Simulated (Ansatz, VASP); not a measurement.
## One calculation of AgCl, two programs

The input INCAR:

```
SYSTEM = AgCl
  PREC = Accurate
  ENCUT = 520
  EDIFF = 1E-6
  ISMEAR = 0
  SIGMA = 0.01
  LREAL = .FALSE.
  LASPH = .TRUE.
  NELM = 100
  ALGO = Normal
  ISIF = 2
  LWAVE = .FALSE.
  LCHARG = .FALSE.
  GGA = PE
  NBANDS = 26
```

The input KPOINTS:

```
Automatic mesh
0
G
  6 6 4
  0 0 0
```

Contents of POSCAR:

```
AgCl
1.0
    4.0327837350      0.0000000000      0.0000000000
   -2.0163918675      3.4924931625      0.0000000000
    0.0000000000      0.0000000000      6.1372062506
Ag Cl
2 2
Direct
    0.0000000000      0.0000000000      0.0000000000
    0.0000000000      0.0000000000      0.5000000000
    0.3333333333      0.6666666667      0.2500000000
    0.6666666667      0.3333333333      0.7500000000
```

Input for Ansatz:

```yaml
crystal:
  lattice:
    - [4.032783735, 0.0, 0.0]
    - [-2.0163918675, 3.4924931625, 0.0]
    - [0.0, 0.0, 6.1372062506]
  atoms:
    - { symbol: Ag, position: [0.0, 0.0, 0.0] }
    - { symbol: Ag, position: [0.0, 0.0, 0.5] }
    - { symbol: Cl, position: [0.3333333333, 0.6666666667, 0.25] }
    - { symbol: Cl, position: [0.6666666667, 0.3333333333, 0.75] }
kpoints:
  mp_grid: { grid: [6, 6, 4] }
hamiltonian:
  xc: pbe
scf:
  occupations: { method: fixed }
  n_extra_bands: 5
output:
  forces: true
  stress: true
  eigenvalues: true
```

Alike in both runs: task single point; functional PBE; k mesh 6 × 6 × 4; no spin polarisation.

```csv
,VASP,Ansatz
version,VASP 6.6.1,Ansatz 0.2.0
potentials or method,"VASP PAW PBE potentials, release 64 (Ag, Cl)","plane waves, PAW"
plane-wave cutoff (eV),520,420
occupations,"gaussian, width 0.01 eV",fixed
valence electrons in the cell,36,52
```

Ansatz gave:

```
gap on the k mesh at the Fermi level (eV) : 0.91
pressure (GPa)                            : 1.4
```

Problem. Estimate VASP's values.

Solution. gap on the k mesh at the Fermi level (eV): 0.91; pressure (GPa): 1.3.

The two sets of potentials don't hold the same shells in valence.

A hybrid or GW would open this gap; PBE tends to underestimate it.
